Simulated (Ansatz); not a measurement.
Runs of Ansatz 0.2.0 on Bi2Te3 (Tellurobismuthite). It takes space group R-3m (No. 166, trigonal). The conventional cell has a = 4.386 Å, b = 4.386 Å, c = 30.497 Å, α = 90.00°, β = 90.00°, γ = 120.00°. Around Bi (site symmetry 3m) lie 6 Te at 3.07 to 3.25 Å. Around Te (site symmetry 3m) lie 3 Bi at 3.07 Å. Around Te (site symmetry -3m) lie 6 Bi at 3.25 Å. 

| level | gap on the mesh (eV) | pressure (GPa) | relaxed volume (Å³/atom) | largest force (eV/Å) |
| --- | --- | --- | --- | --- |
| PBE+D4 | 0.27 | 0.0 | (a) | 0.01 |
| PBE+D3(BJ)-ATM | 0.27 | 0.0 | 33.84 | - |
| PBE | (b) | 0.0 | 36.50 | - |
| PBE+D3(BJ) | 0.27 | 0.0 | 33.67 | 0.01 |

Alike in all rows: task relaxation of cell and atoms; potentials or basis Ansatz PAW; no spin polarisation; cell relaxed; k mesh 7 × 7 × 7; cutoff (eV) 420; smearing fermi-dirac 0.05 eV.

Task: Estimate the missing entries.

Result: (a) 33.65; (b) 0.50.

Caveats: odd divisions of the mesh miss points on the zone boundary, where band edges often lie, so the gap on the mesh can be too wide; the plane-wave basis is chosen anew once the cell has moved, so the energies of steps on either side of that aren't comparable; spin-orbit coupling is left out, which as a rule narrows the gap of such compounds by several tenths of an eV.

A k mesh can miss the band edges, and the runs leave out spin-orbit coupling on Bi, Te.
